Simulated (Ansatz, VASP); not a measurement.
**Two plane-wave programs on C**

File INCAR:

```
ALGO     = Normal         # electronic algorithm
EDIFF    = 1E-6           # SCF threshold, eV
EDIFFG   = -0.005         # ionic threshold
ENCUT    = 600            # plane-wave cutoff, eV
GGA      = PE             # functional
IBRION   = 2              # ionic algorithm
ISIF     = 3              # what is computed and relaxed
ISMEAR   = 0              # smearing method
LASPH    = True           # aspherical terms in the spheres
LCHARG   = False          # write CHGCAR
LREAL    = False          # projectors in reciprocal space
LWAVE    = False          # write WAVECAR
NELM     = 80             # most SCF steps
NSW      = 100            # ionic steps
PREC     = Accurate       # precision mode
SIGMA    = 0.02           # smearing width, eV
```

The input KPOINTS:

```
k-points
0
Gamma
  12 12 12
```

File POSCAR:

```
C
1.0
    0.0000000000      1.7833700000      1.7833700000
    1.7833700000      0.0000000000      1.7833700000
    1.7833700000      1.7833700000      0.0000000000
C
2
Direct
    0.0000000000      0.0000000000      0.0000000000
    0.2500000000      0.2500000000      0.2500000000
```

Input for Ansatz:

```yaml
crystal:
  lattice:
    - [0.0, 1.78337, 1.78337]
    - [1.78337, 0.0, 1.78337]
    - [1.78337, 1.78337, 0.0]
  atoms:
    - { symbol: C, position: [0.0, 0.0, 0.0] }
    - { symbol: C, position: [0.25, 0.25, 0.25] }
basis:
  ecutwfc: 420
kpoints:
  mp_grid: { grid: [12, 12, 12] }
hamiltonian:
  xc: pbe
scf:
  occupations: { method: gaussian, width: 0.02 }
output:
  forces: true
  stress: true
  eigenvalues: true
  write_density: true
  write_potential: true
  elf: true
  volumetric_format: npy
relax:
  adjacent_minimum: "off"
  f_tol: 0.005
  max_steps: 80
  cell: { stress_tol: 0.05 }
```

This isn't the form of C at room conditions, which is graphite.

Alike in both runs: task relaxation of cell and atoms; functional PBE; k mesh 12 × 12 × 12; occupations gaussian, width 0.02 eV; no spin polarisation.

```csv
,VASP,Ansatz
version,VASP 6.6.1,Ansatz 0.2.0
potentials or method,"VASP PAW PBE potentials, release 64 (C)","scalar-relativistic, plane waves, PAW"
plane-wave cutoff (eV),600,420
valence electrons in the cell,8,8
```

```csv
,VASP,Ansatz,Ansatz less VASP
"gap on the k mesh at the Fermi level, each at its own relaxed structure (eV)",4.14,4.15,+0.007
relaxed volume (Å³/atom),5.70,5.69,-0.001
relaxed cell length with the largest relative difference (Å),2.526,2.525,-0.0001
```

PBE usually gives volumes a little too large and moduli too small. Zero-point motion and thermal expansion aren't in these numbers.
